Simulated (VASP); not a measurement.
CaO (Lime): relaxation of cell and atoms with PBEsol

Crystal: CaO (Lime).

```xyz
2
Lattice="0.0000 2.4065 2.4065 2.4065 0.0000 2.4065 2.4065 2.4065 0.0000" Properties=species:S:1:pos:R:3 pbc="T T T"
Ca    0.0000    0.0000    0.0000
O     2.4065    2.4065    2.4065
```

| Quantity | Value |
| --- | --- |
| Program | VASP 6.6.1 |
| Task | relaxation of cell and atoms |
| Functional | PBEsol |
| Potentials or basis | VASP PAW PBE potentials, release 64 (Ca_sv, O) |
| Cutoff | 600 eV |
| k mesh | 10 × 10 × 10 |
| Occupations | gaussian, width 0.03 eV |
| Spin | no spin polarisation |
| Further INCAR settings | ALGO = Normal; EDIFF = 1e-06; IBRION = 2; EDIFFG = -0.01; NSW = 90; ISIF = 3 |

```json
{"Relaxed volume": "13.61 Å³/atom", "Relaxed cell": "a = 3.376 Å, b = 3.376 Å, c = 3.376 Å, α = 60.00°, β = 60.00°, γ = 60.00°", "Space group after relaxing (to 0.05 Å)": "Fm-3m (No. 225)", "Energy gained by relaxing": "2.8 meV/atom", "Ionic steps": "3", "Pressure after relaxing": "0.0 GPa", "Band gap on the k mesh": "3.53 eV, indirect (least direct gap 3.90 eV)"}
```

The path:
| step | energy change (eV) | largest force (eV/Å) | pressure (GPa) | volume (Å³) |
| --- | --- | --- | --- | --- |
| 1 | 0.0000 | 0.0000 | -2.61 | 27.87 |
| 2 | -0.0047 | 0.0000 | 1.07 | 26.97 |
| 3 | -0.0055 | 0.0000 | 0.00 | 27.21 |

Final structure:
```yaml
crystal:
  lattice:
    - [0.00000, 2.38733, 2.38733]
    - [2.38733, 0.00000, 2.38733]
    - [2.38733, 2.38733, 0.00000]
  atoms:
    - { symbol: Ca, position: [0.00000, 0.00000, 0.00000] }
    - { symbol: O, position: [0.50000, 0.50000, 0.50000] }
```

Levels at points of the mesh, in eV from the valence-band top:
| k point | band 6 | band 7 | band 8 | band 9 | band 10 | band 11 |
| --- | --- | --- | --- | --- | --- | --- |
| (0.00, 0.00, 0.00) | 0.00 | 0.00 | 0.00 | 4.73 | 6.24 | 6.24 |
| (0.50, 0.00, 0.00) | -2.74 | -1.26 | -1.26 | 7.11 | 8.48 | 8.49 |
| (0.50, 0.50, 0.00) | -1.31 | -0.37 | -0.37 | 3.53 | 8.19 | 9.04 |

Run time: 33 s on 1 thread of AMD EPYC 9R14 (Zen 4) (shared host), peak memory 0.15 GiB.

Caveat: the PAW data sets were made with another functional, which shifts forces and pressure a little. Expect the measured gap to be larger: semilocal functionals such as PBEsol lack the derivative discontinuity.
